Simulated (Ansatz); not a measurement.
All numbers below come from DFT PBE, scalar-relativistic, plane waves, PAW (Ansatz). Plane waves to 420 eV, a 12×12×12 mesh through Γ for the 2-atom cell and 0.02 eV Gaussian smearing; no spin polarisation.

Formation energies are uncorrected and count from the elements' standard states at the same level.

Question: Find a candidate tetragonal narrow-gap semiconductor that holds Te and 1 more element, with a gap near 0.3 eV, a formation energy near −0.29 eV/atom and a density near 6.18 g/cm³, in a cell of 2 atoms.

Answer: SnTe, space group I4mm (No. 107). Sn has 6 Te at 3.09–3.35 Å; around Te lie 6 Sn at 3.09–3.35 Å.

```yaml
crystal:
  lattice:
    - [-2.26692, 2.26692, 3.21724]
    - [2.26692, -2.26692, 3.21724]
    - [2.26692, 2.26692, -3.21724]
  atoms:
    - { symbol: Sn, position: [0.69747, 0.69747, 0.00000] }
    - { symbol: Te, position: [0.17753, 0.17753, 0.00000] }
```

- Volume per atom: 33.07 Å³
- Density: 6.18 g/cm³
- Energy over the elements: −0.288 eV/atom
- Gap on the 12×12×12 mesh of the 2-atom cell: 0.33 eV

It was reached by relaxing an invented guess, and it needn't be the stable form of this composition. Other answers may fit too; this one was computed.

Spin–orbit coupling, which can matter for Te, is left out. Kohn–Sham gaps at this level usually fall short of measured ones. The missing spin–orbit coupling can work the other way here. The reference form of Te is held partly by dispersion forces, which this level lacks. Small gaps are read on the mesh alone, and bands can cross between its points. Symmetry constrained the relaxation, so the result can be a saddle point.
